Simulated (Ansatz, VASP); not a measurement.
**Two plane-wave programs on PbO**

File POSCAR:

```
PbO
1.0
    0.0000000000      2.7987768116      2.7987768116
    2.7987768116      0.0000000000      2.7987768116
    2.7987768116      2.7987768116      0.0000000000
Pb O
1 1
Direct
    0.0000000000      0.0000000000      0.0000000000
    0.2500000000      0.2500000000      0.2500000000
```

File INCAR.step1:

```
SYSTEM = PbO
PREC = Accurate ; ENCUT = 520
ISMEAR = 0 ; SIGMA = 0.01
LREAL = .False. ; LASPH = .True.
NELM = 100 ; NBANDS = 17
GGA = PE ; ALGO = Normal
EDIFF = 1E-4 ; LWAVE = .True.
LCHARG = .False.
```

Contents of INCAR.step2:

```
SYSTEM = PbO
PREC = Accurate ; ENCUT = 520
EDIFF = 1E-6 ; ISMEAR = 0
SIGMA = 0.01 ; LREAL = .False.
LASPH = .True. ; NELM = 100
ALGO = Normal ; ISIF = 2
LWAVE = .False. ; LCHARG = .False.
METAGGA = R2SCAN ; LMIXTAU = .True.
NBANDS = 17 ; ISTART = 1
```

The input KPOINTS:

```
Automatic mesh
0
Gamma
  6 6 6
  0 0 0
```

Input for Ansatz:

```yaml
crystal:
  lattice:
    - [0.0, 2.7987768116, 2.7987768116]
    - [2.7987768116, 0.0, 2.7987768116]
    - [2.7987768116, 2.7987768116, 0.0]
  atoms:
    - { symbol: Pb, position: [0.0, 0.0, 0.0] }
    - { symbol: O, position: [0.25, 0.25, 0.25] }
kpoints:
  mp_grid: { grid: [6, 6, 6] }
hamiltonian:
  xc: r2scan
scf:
  occupations: { method: fixed }
  n_extra_bands: 4
output:
  forces: true
  stress: true
  eigenvalues: true
```

Alike in both runs: task single point; functional r2SCAN; k mesh 6 × 6 × 6; no spin polarisation.

|  | VASP | Ansatz |
| --- | --- | --- |
| version | VASP 6.6.1 | Ansatz 0.2.0 |
| potentials or method | VASP PAW PBE potentials, release 64 (Pb_d, O) | plane waves, PAW |
| plane-wave cutoff (eV) | 520 | 500 |
| occupations | gaussian, width 0.01 eV | fixed |
| valence electrons in the cell | 20 | 20 |

Ansatz gave:

```
gap on the k mesh at the Fermi level (eV) : 0.66
pressure (GPa)                            : 0.0
```

Which values does VASP return?

gap on the k mesh at the Fermi level (eV): 0.65; pressure (GPa): 0.3.

Caveats: the PAW data sets were made with another functional, which shifts forces and pressure a little (VASP); spin-orbit coupling is left out, which as a rule narrows the gap of such compounds by several tenths of an eV. A k mesh can miss the band edges.
